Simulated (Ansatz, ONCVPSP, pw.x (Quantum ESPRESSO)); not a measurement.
## From atom to crystal: ONCV potential for ruthenium

ONCVPSP 4.0.1 input, shortened (lines: element, Z, core and valence counts, functional; n l f; lmax; l rc ep ncon nbas qcut; lloc lpopt rc5 dvloc0; l nproj debl; icmod fcfact rcfact), PBE, scalar-relativistic:

```
  Ru 44.00    6    4        4      upf
    1    0    2.00
    2    0    2.00
    2    1    6.00
    3    0    2.00
    3    1    6.00
    3    2   10.00
    4    0    2.00
    4    1    6.00
    4    2    7.00
    5    0    1.00
    2
    0    1.50    0.00    5    9    8.00
    1    1.90    0.00    4    7    6.30
    2    1.65    0.00    4    8   11.20
    4    2    1.50    4.00
    0    2    3.20
    1    2    0.30
    2    2    1.50
    0    0.00    0.00
```

In the p channel the program set the typed energies aside and used -1.706, 0.250 Ha.

Atomic tests: cutoffs needed: 28 Ha and 35 Ha (the cutoffs (Ha) at which the residual kinetic energy of the hardest occupied pseudo-wave falls to 1 and 0.1 mHa per electron); ghost test: no bound ghost flagged; GHOST(+) flagged for s at 193.4 eV; largest excitation error: -66 meV (all-electron minus pseudo) for 4s2 4p5 4d7 5s1, out of 4 test configurations.

Crystal test: bcc Ru in pw.x 7.5, no spin, 15³ k-points, Fermi–Dirac smearing 0.01 Ry, cutoffs 85/340 Ry. The lattice is a test structure that the element need not adopt, and mesh and smearing are coarse.

pw.x input:

```
&control
  calculation='scf', prefix='x', pseudo_dir='./', outdir='./tmp', tstress=.true., disk_io='none'
/
&system
  ibrav=0, nat=1, ntyp=1, ecutwfc=85, ecutrho=340, nbnd=16,
  occupations='smearing', smearing='fd', degauss=0.01
/
&electrons
  conv_thr=1e-09, mixing_beta=0.4, electron_maxstep=70
/
ATOMIC_SPECIES
Ru 1.0 Ru.UPF
CELL_PARAMETERS angstrom
  -1.52520377 1.52520377 1.52520377
  1.52520377 -1.52520377 1.52520377
  1.52520377 1.52520377 -1.52520377
ATOMIC_POSITIONS crystal
Ru 0.0000 0.0000 0.0000
K_POINTS automatic
15 15 15 0 0 0
```

```bash
pw.x < Ru.scf.in > Ru.scf.out
```

Problem. How does the run end?

Solution. It converges; the pressure is 3.91 GPa against 1.63 GPa from all-electron LAPW.  The log shows:

```
     charge density cutoff     =     340.0000  Ry
     scf convergence threshold =      1.0E-09
     Exchange-correlation= PBE
     number of k points=   120  Fermi-Dirac smearing, width (Ry)=  0.0100
     iteration #  1     ecut=    85.00 Ry     beta= 0.40
     total energy              =    -190.48608682 Ry
     estimated scf accuracy    <       0.12351168 Ry
     iteration #  2     ecut=    85.00 Ry     beta= 0.40
     total energy              =    -190.50372565 Ry
     estimated scf accuracy    <       0.00361209 Ry
     iteration #  3     ecut=    85.00 Ry     beta= 0.40
     total energy              =    -190.50381225 Ry
     estimated scf accuracy    <       0.00082040 Ry
     iteration #  4     ecut=    85.00 Ry     beta= 0.40
     total energy              =    -190.50384853 Ry
     estimated scf accuracy    <       0.00001958 Ry
     iteration #  5     ecut=    85.00 Ry     beta= 0.40
     total energy              =    -190.50384810 Ry
     estimated scf accuracy    <       0.00000286 Ry
     iteration #  6     ecut=    85.00 Ry     beta= 0.40
     total energy              =    -190.50384855 Ry
     estimated scf accuracy    <       0.00000012 Ry
     iteration #  7     ecut=    85.00 Ry     beta= 0.40
     total energy              =    -190.50384856 Ry
     estimated scf accuracy    <       0.00000002 Ry
     iteration #  8     ecut=    85.00 Ry     beta= 0.40
     the Fermi energy is    22.5226 ev
!    total energy              =    -190.50384856 Ry
     estimated scf accuracy    <          4.7E-10 Ry
     smearing contrib. (-TS)   =      -0.00879850 Ry
     The total energy is F=E-TS. E is the sum of the following terms:
     one-electron contribution =     -38.71118541 Ry
     hartree contribution      =      30.05830627 Ry
     xc contribution           =     -20.22289821 Ry
     ewald contribution        =    -161.61927271 Ry
     convergence has been achieved in   8 iterations
          total   stress  (Ry/bohr**3)                   (kbar)     P=       39.13
     Message from routine punch:
     Nothing written, as per user request (disk_io='none')
```
